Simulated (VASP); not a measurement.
# MoS2: single point with PBEsol+D4

The system is MoS2, a sheet with vacuum.

```
CELL_PARAMETERS angstrom
3.17000 0.00000 0.00000
-1.58500 2.74530 0.00000
0.00000 0.00000 17.12000
ATOMIC_POSITIONS crystal
S 0.66667 0.33333 0.40888
S 0.66667 0.33333 0.59112
Mo 0.33333 0.66667 0.50000
```

The cell was built by a generator and needn't be a form met in nature.

```json
{
 "Program": "VASP 6.6.1",
 "Task": "single point",
 "Functional": "PBEsol",
 "Dispersion": "D4",
 "Potentials or basis": "VASP PAW PBE potentials, release 64 (S, Mo_sv)",
 "Cutoff": "520 eV",
 "k mesh": "12 × 12 × 1",
 "Occupations": "gaussian, width 0.03 eV",
 "Spin": "no spin polarisation"
}
```

```json
{"Largest force": "0.270 eV/Å", "Band gap on the k mesh": "1.72 eV, direct", "Dispersion energy per atom": "-0.167 eV"}
```

Forces in eV/Å, atoms in the order of the input:
```
S    0.000  0.000  0.270
S    0.000  0.000 -0.270
Mo   0.000  0.000  0.000
```

Levels at points of the mesh, in eV from the valence-band top:
```
           k point  band 11  band 12  band 13  band 14  band 15  band 16
(0.00, 0.00, 0.00)    -1.47    -1.47    -0.01     2.82     2.82     3.09
(0.50, 0.00, 0.00)    -1.87    -0.93    -0.63     2.31     2.83     3.91
```

Run time: 47 s on 1 thread of Intel(R) Xeon(R) Platinum 8375C CPU @ 2.90GHz (Ice Lake), on a shared host, peak memory 0.26 GiB.

Caveat: the PAW data sets were made with another functional, which shifts forces and pressure a little.
